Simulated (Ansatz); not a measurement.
PbTe in the CsCl-type structure

Computed with Ansatz (plane waves, PAW, 420 eV cutoff): PBE, scalar-relativistic, no spin polarisation, 8×8×8 k-mesh, Gaussian smearing of 0.05 eV. The datasets are Ansatz's generated set soft_2.

```
CELL_PARAMETERS angstrom
4.00539 0.00000 0.00000
0.00000 4.00539 0.00000
0.00000 0.00000 4.00539
ATOMIC_POSITIONS crystal
Pb 0.00000 0.00000 0.00000
Te 0.50000 0.50000 0.50000
```

This is a trial structure; measured cells of the compound in the Crystallography Open Database are in space group Fm-3m (rock salt).

Task: Which orbitals carry the states at the Fermi level, and how many states are there?

Result: Within 0.1 eV of it: Te 5p 75 %, Pb 6p 23 % (shares among the projected shells). The Fermi level sits on a steep edge: the density of states is 1.5, 1.0 and 0.7 states/eV per cell at −0.1, 0 and +0.1 eV.

Density of states (tetrahedra, averaged over 0.5 eV; states/eV per cell of 2 atoms; energy in eV from the Fermi level; projections on Löwdin-orthogonalised atomic orbitals, summed over sites):

```
    E  total  Te 5p  Pb 6p  Pb 6s  Te 5s
-7.60   1.09   0.06   0.03   0.86   0.13
-7.10   0.25   0.01   0.00   0.18   0.05
-6.60   0.01   0.00   0.00   0.01   0.00
-6.10   0.00   0.00   0.00   0.00   0.00
-5.60   0.00   0.00   0.00   0.00   0.00
-5.10   0.00   0.00   0.00   0.00   0.00
-4.60   0.00   0.00   0.00   0.00   0.00
-4.10   0.33   0.19   0.14   0.00   0.00
-3.60   1.06   0.61   0.40   0.02   0.02
-3.10   2.00   1.20   0.68   0.07   0.04
-2.60   1.41   0.85   0.43   0.08   0.04
-2.10   1.41   0.93   0.34   0.08   0.04
-1.60   1.39   0.99   0.28   0.08   0.03
-1.10   1.50   1.13   0.25   0.07   0.02
-0.60   1.68   1.28   0.28   0.07   0.02
-0.10   1.52   1.17   0.28   0.04   0.01
 0.40   0.44   0.12   0.30   0.00   0.00
 0.90   0.56   0.11   0.42   0.00   0.01
 1.40   1.12   0.23   0.77   0.01   0.05
 1.90   1.69   0.39   1.12   0.01   0.07
 2.40   1.45   0.37   0.94   0.01   0.04
 2.90   1.94   0.51   1.27   0.01   0.04
 3.40   1.78   0.42   1.23   0.01   0.02
 3.90   1.99   0.55   1.31   0.00   0.01
 4.40   0.70   0.18   0.37   0.00   0.00
 4.90   0.28   0.03   0.08   0.00   0.00
 5.40   0.41   0.02   0.05   0.00   0.00
 5.90   0.49   0.01   0.02   0.00   0.00
```

For elements this heavy, spin–orbit coupling would shift levels and gaps; it isn't included here. A displaced or strained copy of the relaxed cell lay 0.7 meV/atom lower, so on this mesh the structure isn't a minimum; in a metal a finer mesh can change so small a difference.
